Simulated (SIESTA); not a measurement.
The system is NiO.

```
Ni O
1.0
     0.00000    2.08590    2.08590
     2.08590    0.00000    2.08590
     2.08590    2.08590    0.00000
Ni O
1 1
Direct
  0.00000 0.00000 0.00000
  0.50000 0.50000 0.50000
```

Base run:

- Program: SIESTA 5.4.2
- Functional: vdW-DF-cx
- Potentials or basis: PseudoDojo 0.4 standard (PBE files)
- Basis: DZP (energy shift 0.003 Ry; two zetas on semicore shells)
- Grid cutoff: 800 Ry
- Energy shift: 0.003 Ry
- k mesh: 11 × 11 × 11
- Occupations: fermi-dirac, width 0.05 eV
- Spin: collinear spin, ferromagnetic start
- Starting moments: [1.0, 0.0] μB

Its results: band gap on the k mesh none (metal or under the smearing width); pressure -7.7 GPa; net moment 0.64 μB per cell; site moments Ni +0.55; O +0.09 μB.

Task: The run is repeated on the same cell with these changes: functional from vdW-DF-cx to BLYP. What comes out?

Result: Band gap on the k mesh none (metal or under the smearing width); pressure 14.2 GPa; net moment 1.67 μB per cell; site moments Ni +1.36; O +0.30 μB.

Caveats: short orbitals over semicore shells can move pressures by several GPa; the potentials were made for another functional, which shifts forces and pressure; the basis of atomic orbitals isn't converged, which shifts pressures, moduli and gaps; a cell with one magnetic atom can't hold antiferromagnetic order, which such compounds often take; semilocal functionals often make such compounds metallic where correlation or magnetic order opens a gap, which also shifts bond lengths.
